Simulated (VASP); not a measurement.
Here is a VASP 6.6.1 calculation.

The input INCAR:

```
ALGO = Normal ; AMIX = 0.2
AMIX_MAG = 0.8 ; BMIX = 1E-4
BMIX_MAG = 1E-4 ; EDIFF = 1E-6
ENCUT = 600 ; GGA = PE
ISIF = 2 ; ISMEAR = 0
ISPIN = 2 ; LASPH = True
LCHARG = False ; LMAXMIX = 4
LORBIT = 11 ; LREAL = False
LWAVE = False ; MAGMOM = 2 0
NBANDS = 19 ; NELM = 150
PREC = Accurate ; SIGMA = 0.03
```

KPOINTS

```
k-points
0
Gamma
  12 12 12
```

POSCAR

```
NiO
1.0
    0.0000000000      2.0859016400      2.0859016400
    2.0859016400      0.0000000000      2.0859016400
    2.0859016400      2.0859016400      0.0000000000
Ni O
1 1
Direct
    0.0000000000      0.0000000000      0.0000000000
    0.5000000000      0.5000000000      0.5000000000
```

Potentials or basis: VASP PAW PBE potentials, release 64 (Ni, O).

Launch:

```console
$ cat potpaw_PBE.64/Ni/POTCAR potpaw_PBE.64/O/POTCAR > POTCAR
$ mpirun -np 1 vasp_std > vasp.out
```

Problem. Estimate the net moment.

Solution. 1.65 μB per cell.

Problem. Predict the site moments.

Solution. Ni +1.36; O +0.24 μB.

Problem. What does it give for the band gap on the k mesh?

Solution. None (metal or under the smearing width).

Caveat: a cell with one magnetic atom can't hold antiferromagnetic order, which such compounds often take; semilocal functionals often make such compounds metallic where correlation or magnetic order opens a gap, which also shifts bond lengths.

**The experiment to reproduce.**

From “Local correlations, non-local screening, multiplets, and band formation in NiO”, 2012, arxiv:1210.6675, for a bulk crystal of NiO: band gap 4.3 eV.

Measured gap of NiO: 4.3 eV (quoted in “Local correlations, non-local screening, multiplets, and band formation in NiO”, 2012, arxiv:1210.6675). This calculation gives 0.00 eV (-4.30 eV). So large a miss can be the level of theory's own, or it may mean another phase, state or a wrong row. The value is that of PBE on a finite k mesh, which can miss the band edges, without temperature or zero-point motion. Semilocal functionals fall short of measured gaps as a rule. The run's magnetic order (collinear spin, ferromagnetic start) needn't be the measured crystal's.
